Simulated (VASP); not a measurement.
# CdTe: relaxed cell and band gap, by functional

CdTe, F-43m (no. 216), 2 atoms in the cell.

| Functional | Volume (Å³/atom) | Change from the starting volume (fraction) | Gap, path and mesh (eV) | Time (s) |
|---|---|---|---|---|
| RPBE | 37.98 | 0.154 | 0.59 | 130 |
| revPBE | 37.54 | 0.140 | 0.59 | 123 |
| PW91 | 36.25 | 0.101 | 0.57 | 102 |
| BLYP | 38.85 | 0.180 | 0.30 | 206 |
| optPBE exchange with PBE correlation | 35.87 | 0.090 | 0.65 | 106 |
| optB88 exchange with PBE correlation | 35.03 | 0.064 | 0.63 | 102 |
| optB86b exchange with PBE correlation | 34.38 | 0.044 | 0.72 | 110 |
| PW86R exchange with PBE correlation | 38.04 | 0.155 | 0.29 | 124 |
| CX exchange with PBE correlation | 33.82 | 0.027 | 0.77 | 144 |

Limits: Spin-orbit coupling is left out, and with elements this heavy it changes the gap.

## Input of the first row

INCAR.step1:
```
SYSTEM = CdTe
  ALGO = Normal
  EDIFF = 1E-7
  EDIFFG = -0.005
  ENCUT = 600
  GGA = RP
  GGA_COMPAT = .FALSE.
  IBRION = 2
  ISIF = 3
  ISMEAR = 0
  LASPH = .TRUE.
  LCHARG = .FALSE.
  LREAL = .FALSE.
  LWAVE = .FALSE.
  NELM = 150
  NSW = 60
  PREC = Accurate
  SIGMA = 0.02
```

INCAR.step2, as INCAR.step1 but for:
```
- NSW = 60
+ NSW = 40
```

INCAR.step3, as INCAR.step2 but for:
```
- EDIFFG = -0.005
- IBRION = 2
- ISIF = 3
- NSW = 40
+ ISIF = 2
+ NBANDS = 16
```

KPOINTS:
```
k-points
0
Gamma
  6 6 6
```

KPOINTS_OPT:
```
path GXWKGLUWLK,UX
8
line-mode
reciprocal
 0.0000000000  0.0000000000  0.0000000000  G
 0.5000000000  0.0000000000  0.5000000000  X

 0.5000000000  0.0000000000  0.5000000000  X
 0.5000000000  0.2500000000  0.7500000000  W

 0.5000000000  0.2500000000  0.7500000000  W
 0.3750000000  0.3750000000  0.7500000000  K

 0.3750000000  0.3750000000  0.7500000000  K
 0.0000000000  0.0000000000  0.0000000000  G

 0.0000000000  0.0000000000  0.0000000000  G
 0.5000000000  0.5000000000  0.5000000000  L

 0.5000000000  0.5000000000  0.5000000000  L
 0.6250000000  0.2500000000  0.6250000000  U

 0.6250000000  0.2500000000  0.6250000000  U
 0.5000000000  0.2500000000  0.7500000000  W

 0.5000000000  0.2500000000  0.7500000000  W
 0.5000000000  0.5000000000  0.5000000000  L

 0.5000000000  0.5000000000  0.5000000000  L
 0.3750000000  0.3750000000  0.7500000000  K

 0.6250000000  0.2500000000  0.6250000000  U
 0.5000000000  0.0000000000  0.5000000000  X
```

POSCAR.step1:
```
CdTe
1.0
    0.0000000000      3.2050000000      3.2050000000
    3.2050000000      0.0000000000      3.2050000000
    3.2050000000      3.2050000000      0.0000000000
Te Cd
1 1
Direct
    0.7500000000      0.7500000000      0.7500000000
    0.0000000000      0.0000000000      0.0000000000
```

Commands (each step's output is kept before the next begins):
```
cat potpaw_PBE.64/Te/POTCAR potpaw_PBE.64/Cd/POTCAR > POTCAR
cp INCAR.step1 INCAR
cp POSCAR.step1 POSCAR
mpirun -np 1 vasp_std > vasp.out
cp CONTCAR POSCAR
rm WAVECAR CHG
cp INCAR.step2 INCAR
mpirun -np 1 vasp_std > vasp.out
cp CONTCAR POSCAR
rm WAVECAR CHG
cp INCAR.step3 INCAR
mpirun -np 1 vasp_std > vasp.out
```

Changes of the last row against the first:
```
(all steps)
- GGA = RP
+ GGA = CX
```

VASP 6.6.1 took 130 s on 1 core (Intel Xeon Platinum 8488C (Sapphire Rapids)), a shared host.
